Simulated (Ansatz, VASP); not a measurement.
**One calculation of La, two programs**

INCAR

```
  ALGO = Normal
  EDIFF = 1E-6
  ENCUT = 520
  GGA = PS
  ISIF = 2
  ISMEAR = -1
  LASPH = T
  LCHARG = F
  LREAL = F
  LWAVE = F
  NBANDS = 18
  NELM = 80
  PREC = Accurate
  SIGMA = 0.1
```

The input KPOINTS:

```
k-points
0
Gamma
  9 9 9
```

Contents of POSCAR:

```
La
1.0
    0.0000000000      3.2839129814      3.2839129814
    3.2839129814      0.0000000000      3.2839129814
    3.2839129814      3.2839129814      0.0000000000
La
2
Direct
    0.1250000000      0.1250000000      0.1250000000
    0.8750000000      0.8750000000      0.8750000000
```

Input for Ansatz:

```yaml
crystal:
  lattice:
    - [0.0, 3.2839129814, 3.2839129814]
    - [3.2839129814, 0.0, 3.2839129814]
    - [3.2839129814, 3.2839129814, 0.0]
  atoms:
    - { symbol: La, position: [0.125, 0.125, 0.125] }
    - { symbol: La, position: [0.875, 0.875, 0.875] }
hamiltonian:
  xc: pbesol
  pseudopotentials:
    kind: paw
    azcp:
      La: "pseudopotentials/La.paw.azcp"
basis:
  ecutwfc: 420
  fft_grid_basis: typed
kpoints:
  mp_grid: { grid: [9, 9, 9], shift: [0, 0, 0] }
magnetization:
  spin_polarized: false
scf:
  occupations: { method: fermi_dirac, width: 0.1 }
  lower_state_search: "off"
output:
  stress: true
```

Alike in both runs: task single point; functional PBEsol; k mesh 9 × 9 × 9; occupations fermi-dirac, width 0.1 eV; no spin polarisation.

|  | VASP | Ansatz |
| --- | --- | --- |
| version | VASP 6.6.1 | Ansatz 0.2.0 |
| potentials or method | VASP PAW PBE potentials, release 64 (La) | plane waves (420 eV) with PAW, scalar-relativistic |
| plane-wave cutoff (eV) | 520 | 420 |
| valence electrons in the cell | 22 | 22 |

```csv
,VASP,Ansatz,Ansatz less VASP
pressure (GPa),0.0,0.0,+0.01
```

The functional is the same, so the differences come from potentials, cutoffs and numerics. Ansatz warned: «pseudo_functional_mismatch».

Caveats: the PAW data sets were made with another functional, which shifts forces and pressure a little (VASP). The runs have no spin-orbit coupling, so splittings on La are missing.
